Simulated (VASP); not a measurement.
## NaH: single point with PBE

The system is NaH.

```
Na H
1.0
     2.93239    0.00000    0.00000
     0.00000    2.93239    0.00000
     0.00000    0.00000    2.93239
Na H
1 1
Direct
  0.00000 0.00000 0.00000
  0.50000 0.50000 0.50000
```

The cell was built by a generator and needn't be a form met in nature.

```yaml
Program: VASP 6.6.1
Task: single point
Functional: PBE
Potentials_or_basis: VASP PAW PBE potentials, release 64 (Na_pv, H)
Cutoff: 520 eV
k_mesh: 6 × 6 × 6
Occupations: gaussian, width 0.01 eV
Spin: no spin polarisation
Dipole_correction: no
Further_INCAR_settings: ALGO = Fast; EDIFF = 1e-06; NBANDS = 11
```

| Quantity | Value |
| --- | --- |
| Pressure | 0.8 GPa |
| Band gap on the k mesh | 1.03 eV, indirect (least direct gap 4.50 eV) |

Levels at points of the mesh, in eV from the valence-band top:
```csv
k point,band 1,band 2,band 3,band 4,band 5,band 6,band 7,band 8
"(0.00, 0.00, 0.00)",-24.57,-24.57,-24.57,-6.03,8.84,11.05,11.05,12.66
"(0.50, 0.00, 0.00)",-24.76,-24.55,-24.55,-3.47,1.03,11.08,14.34,14.68
"(0.50, 0.50, 0.00)",-24.73,-24.73,-24.54,-1.78,4.31,4.31,6.93,14.89
"(0.50, 0.50, 0.50)",-24.70,-24.70,-24.70,0.00,6.93,6.93,6.93,9.27
```

Run time: 9.8 s on 1 thread of Intel(R) Xeon(R) Platinum 8175M CPU @ 2.50GHz (Skylake/Cascade Lake), with other jobs on the host, peak memory 0.13 GiB.

A k mesh can miss the band edges. Expect the measured gap to be larger: semilocal functionals such as PBE lack the derivative discontinuity.
